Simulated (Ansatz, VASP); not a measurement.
# Pb in VASP and in Ansatz

File INCAR:

```
SYSTEM = Pb
  PREC = Accurate
  ENCUT = 520
  EDIFF = 1E-6
  ISMEAR = -1
  SIGMA = 0.05
  LREAL = .False.
  LASPH = .True.
  NELM = 80
  ALGO = Normal
  ISIF = 2
  LWAVE = .False.
  LCHARG = .True.
  GGA = PE
  LELF = .True.
  LVHAR = .True.
  NBANDS = 21
```

KPOINTS

```
regular mesh
0
Gamma
  12 12 7
  0 0 0
```

The input POSCAR:

```
Pb
1.0
    3.5496007044      0.0000000000      0.0000000000
   -1.7748003522      3.0740443833      0.0000000000
    0.0000000000      0.0000000000      5.5900000000
Pb
2
Direct
    0.3333333333      0.6666666667      0.2500000000
    0.6666666667      0.3333333333      0.7500000000
```

Input for Ansatz:

```yaml
crystal:
  lattice:
    - [3.5496007044, 0.0, 0.0]
    - [-1.7748003522, 3.0740443833, 0.0]
    - [0.0, 0.0, 5.59]
  atoms:
    - { symbol: Pb, position: [0.3333333333, 0.6666666667, 0.25] }
    - { symbol: Pb, position: [0.6666666667, 0.3333333333, 0.75] }
kpoints:
  mp_grid: { grid: [12, 12, 7] }
  band_path:
    path:
      - [0.0, 0.0, 0.0]
      - [0.5, 0.0, 0.0]
      - [0.3333333333, 0.3333333333, 0.0]
      - [0.0, 0.0, 0.0]
      - [0.0, 0.0, 0.5]
      - [0.5, 0.0, 0.5]
      - [0.3333333333, 0.3333333333, 0.5]
      - [0.0, 0.0, 0.5]
      - [0.5, 0.0, 0.5]
    npoints: 5
scf:
  occupations: { method: fermi_dirac, width: 0.05 }
hamiltonian:
  xc: pbe
  pseudopotentials: { kind: all_electron, lapw: { basis_error: 0.0005 } }
output:
  forces: true
  stress: true
  eigenvalues: true
```

Change from the starting cell: equal xx and yy strain of +2 %.

Alike in both runs: task single point; functional PBE; k mesh 12 × 12 × 7; occupations fermi-dirac, width 0.05 eV; no spin polarisation.

```csv
,VASP,Ansatz
version,VASP 6.6.1,Ansatz 0.2.0
potentials or method,"VASP PAW PBE potentials, release 64 (Pb_d)","all-electron LAPW, scalar-relativistic"
plane-wave cutoff (eV),520,see its input
```

|  | VASP | Ansatz | Ansatz less VASP |
| --- | --- | --- | --- |
| pressure (GPa) | 1.8 | 1.8 | +0.05 |
| largest component of the traceless stress (GPa) | 0.58 | 0.57 | -0.011 |

Ansatz ran all-electron here, so the differences hold the error of VASP's frozen core and of both bases.

Spin-orbit coupling is left out, which matters for the levels of Pb.
